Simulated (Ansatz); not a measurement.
# CdTe: the cost of one run

Method: DFT PBE, scalar-relativistic, plane waves, PAW, in Ansatz 0.2.0.

2 further runs of the same task are left out: 2 set aside as unsound or not needed.

## (1) The starting structure

It takes space group P6_3mc (No. 186, hexagonal). The conventional cell has a = 4.677 Å, b = 4.677 Å, c = 7.665 Å, α = 90.00°, β = 90.00°, γ = 120.00°. Cd (site symmetry 3m) has 4 Te at 2.87 Å in its first shell of neighbours. Around Te (site symmetry 3m) lie 4 Cd at 2.87 Å.

Coordinates:

```
CELL_PARAMETERS angstrom
4.67673 0.00000 0.00000
-2.33837 4.05017 0.00000
0.00000 0.00000 7.66549
ATOMIC_POSITIONS crystal
Cd 0.33333 0.66667 0.00022
Cd 0.66667 0.33333 0.50022
Te 0.33333 0.66667 0.37478
Te 0.66667 0.33333 0.87478
```

It goes back to an entry of the Materials Project, which need not be the stable form.

This cell was relaxed beforehand with the same method: volume 36.30 Å³/atom, gap on the mesh 0.61 eV.

## (2) Building the cluster of 10 host atoms, cut as a sphere about point 0.22 0.01 0.23

The cluster is cut from the relaxed crystal and set in a periodic box with vacuum round it. Its excess energy counts from the bulk, -7617.6646 eV an atom.

The cell holds 5 Cd, 5 Te: a = 13.200 Å, b = 14.200 Å, c = 13.900 Å, α = 90.00°, β = 90.00°, γ = 90.00°.

## (3) Relaxation

input.yaml

```yaml
crystal:
  lattice:
    - [13.2, 0.0, 0.0]
    - [0.0, 14.2, 0.0]
    - [0.0, 0.0, 13.9]
  atoms:
    - { symbol: Cd, position: [0.3228510671, 0.4049256204, 0.3967201855], spin: 0.4 }
    - { symbol: Cd, position: [0.6771489329, 0.4049256204, 0.3967201855], spin: 0.4 }
    - { symbol: Cd, position: [0.5, 0.6901487592, 0.3967201855], spin: 0.4 }
    - { symbol: Cd, position: [0.5, 0.3098512408, 0.6724572599], spin: 0.4 }
    - { symbol: Cd, position: [0.3228510671, 0.5950743796, 0.6724572599], spin: 0.4 }
    - { symbol: Te, position: [0.3228510671, 0.4049256204, 0.6032798145], spin: 0.4 }
    - { symbol: Te, position: [0.6771489329, 0.4049256204, 0.6032798145], spin: 0.4 }
    - { symbol: Te, position: [0.5, 0.6901487592, 0.6032798145], spin: 0.4 }
    - { symbol: Te, position: [0.5, 0.3098512408, 0.3275427401], spin: 0.4 }
    - { symbol: Te, position: [0.3228510671, 0.5950743796, 0.3275427401], spin: 0.4 }
basis:
  ecutwfc: 420
kpoints:
  mp_grid: { grid: [1, 1, 1] }
hamiltonian:
  xc: pbe
scf:
  occupations: { method: gaussian, width: 0.05 }
output:
  forces: true
  eigenvalues: true
  populations: true
  write_density: true
  write_potential: true
  elf: true
  volumetric_format: npy
magnetization:
  spin_polarized: true
relax:
  adjacent_minimum: "off"
  f_tol: 0.03
  max_steps: 40
```

On the command line:

```bash
> ansatz run input.yaml --threads 4 --pin off --max-ram 11264MiB --backend cpu --events-out ev --progress --plain --runs-dir out
```

**Question.** How long does this run take on 4 threads of Intel Xeon Platinum 8375C at 2.90GHz (Ice Lake), shared host, and how much memory does it need?

About 7.3 min, with a peak of 2.6 GiB.
